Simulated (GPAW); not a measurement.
The system is GaCuSe2.

```xyz
8
Lattice="-2.8096 2.8096 5.5130 2.8096 -2.8096 5.5130 2.8096 2.8096 -5.5130" Properties=species:S:1:pos:R:3 pbc="T T T"
Se    1.4048   -1.4013    4.1348
Se    1.4013    1.4048    6.8913
Se    1.4048    4.2108   -1.3783
Se    1.4083    1.4048    1.3783
Ga    2.8096    0.0000    2.7565
Ga    0.0000    0.0000    5.5130
Cu    0.0000    2.8096    2.7565
Cu    0.0000    0.0000    0.0000
```

Base run:

- Program: GPAW 26.7.0
- Functional: PBE
- Potentials or basis: GPAW PAW data sets (gpaw-data 1.2.1)
- Cutoff: 450 eV
- Basis: pw
- k mesh: 5 × 5 × 5
- Occupations: fermi-dirac, width 0.001 eV
- Spin: no spin polarisation
- Hubbard terms: Cu d U = 6.0 eV

Its results: band gap on the k mesh 0.78 eV, direct; electronic dielectric tensor (diagonal) 10.89, 10.89, 12.44.

Question: After a change of settings the same cell gave: band gap on the k mesh 0.93 eV, direct; electronic dielectric tensor (diagonal) 9.55, 9.55, 10.48. Which change was it?
A. hubbard terms from Cu d U = 6.0 eV to Cu d U = 2.0 eV
B. hubbard terms from Cu d U = 6.0 eV to none
C. hubbard terms from Cu d U = 6.0 eV to Cu d U = 8.0 eV

Answer: C.

Caveats: the long-wavelength limit can be off by several per cent where d states take part; response on these states lacks terms of the Hamiltonian.

Not every run made on this cell is shown here.
